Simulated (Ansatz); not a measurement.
# SiO2: the cost of one run

Program: Ansatz 0.2.0. Level of theory: DFT PBE, scalar-relativistic. These are calculated values, not measurements.

## 1. The starting structure

It takes space group I-42d (No. 122, tetragonal). Conventional cell: a = 4.748 Å, b = 4.748 Å, c = 7.488 Å, α = 90.00°, β = 90.00°, γ = 90.00°. Si (site symmetry -4) has 4 O at 1.62 Å as nearest neighbours. O (site symmetry 2) is surrounded by 2 Si at 1.62 Å.

Coordinates:

```cif
data_structure
_symmetry_space_group_name_H-M 'I-42d'
_symmetry_Int_Tables_number 122
_cell_length_a 4.7481
_cell_length_b 4.7481
_cell_length_c 7.4880
_cell_angle_alpha 90.000
_cell_angle_beta 90.000
_cell_angle_gamma 90.000
_cell_volume 168.81
loop_
_atom_site_label
_atom_site_type_symbol
_atom_site_symmetry_multiplicity
_atom_site_Wyckoff_symbol
_atom_site_fract_x
_atom_site_fract_y
_atom_site_fract_z
_atom_site_occupancy
Si1 Si 4 a 0.00000 0.00000 0.00000 1
O1 O 8 d 0.25000 0.62338 0.37500 1
```

The file gives the conventional cell by its symmetry; the runs use the cell typed in the input.

Atoms are numbered in the order of the input: Si1, Si2, O3, O4, O5, O6.

## 2. Volume × 0.94, LAPW

File input.yaml:

```yaml
crystal:
  lattice:
    - [-2.3255864014, 2.3255864014, 3.667570391]
    - [2.3255864014, -2.3255864014, 3.667570391]
    - [2.3255864014, 2.3255864014, -3.667570391]
  atoms:
    - { symbol: Si, position: [0.0, 0.0, 0.0] }
    - { symbol: Si, position: [0.75, 0.25, 0.5] }
    - { symbol: O, position: [0.99838, 0.625, 0.87338] }
    - { symbol: O, position: [0.375, 0.24838, 0.37338] }
    - { symbol: O, position: [0.75162, 0.125, 0.12662] }
    - { symbol: O, position: [0.875, 0.00162, 0.62662] }
kpoints:
  mp_grid: { grid: [7, 7, 7] }
  band_path:
    path:
      - [0.0, 0.0, 0.0]
      - [0.0, 0.0, 0.5]
      - [0.25, 0.25, 0.25]
      - [0.0, 0.5, 0.0]
      - [0.0, 0.0, 0.0]
      - [0.5, 0.5, -0.5]
      - [0.350518975, 0.649481025, -0.350518975]
      - [-0.350518975, 0.350518975, 0.350518975]
      - [0.0, 0.0, 0.0]
    npoints: 5
scf:
  occupations: { method: fermi_dirac, width: 0.03 }
hamiltonian:
  xc: pbe
  pseudopotentials: { kind: all_electron, lapw: { basis_error: 0.001 } }
output:
  forces: true
  stress: true
  eigenvalues: true
```

Run with:

```
$ ansatz run input.yaml --threads 2 --pin off --max-ram 6144MiB --backend cpu --events-out ev --progress --plain --runs-dir out
```

**Question.** How long does this run take on 2 threads of Intel Xeon Platinum 8223CL at 3.00GHz (Skylake/Cascade Lake), shared host, and how much memory does it need?

About 73 s, with a peak of 0.75 GiB.
